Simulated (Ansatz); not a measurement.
Relax this structure to zero stress and force, keeping its symmetry:

```
Sc Al
1.0
     4.89261    0.00000    0.00000
    -2.44631    4.23713    0.00000
     0.00000    0.00000    6.16142
Sc Al
4 2
Direct
  0.00000 0.00000 0.00000
  0.00000 0.00000 0.50000
  0.33333 0.66667 0.75000
  0.66667 0.33333 0.25000
  0.33333 0.66667 0.25000
  0.66667 0.33333 0.75000
```

All numbers below come from Ansatz, DFT PBEsol, scalar-relativistic, plane waves, PAW.

Plane waves to 420 eV, a k mesh through Γ of 12×12×6 on the computed 6-atom cell and Gaussian smearing (0.10 eV); no spin polarisation.

What does it relax to?

The volume falls by 0.62 Å³/atom to 20.67 Å³/atom, and the energy falls by 4.1 meV/atom. Final structure:
```cif
data_structure
_symmetry_space_group_name_H-M 'P6_3/mmc'
_symmetry_Int_Tables_number 194
_cell_length_a 4.8509
_cell_length_b 4.8509
_cell_length_c 6.0855
_cell_angle_alpha 90.000
_cell_angle_beta 90.000
_cell_angle_gamma 120.000
_cell_volume 124.01
loop_
_atom_site_label
_atom_site_type_symbol
_atom_site_symmetry_multiplicity
_atom_site_Wyckoff_symbol
_atom_site_fract_x
_atom_site_fract_y
_atom_site_fract_z
_atom_site_occupancy
Sc1 Sc 2 a 0.00000 0.00000 0.00000 1
Sc2 Sc 2 d 0.33333 0.66667 0.75000 1
Al1 Al 2 c 0.33333 0.66667 0.25000 1
```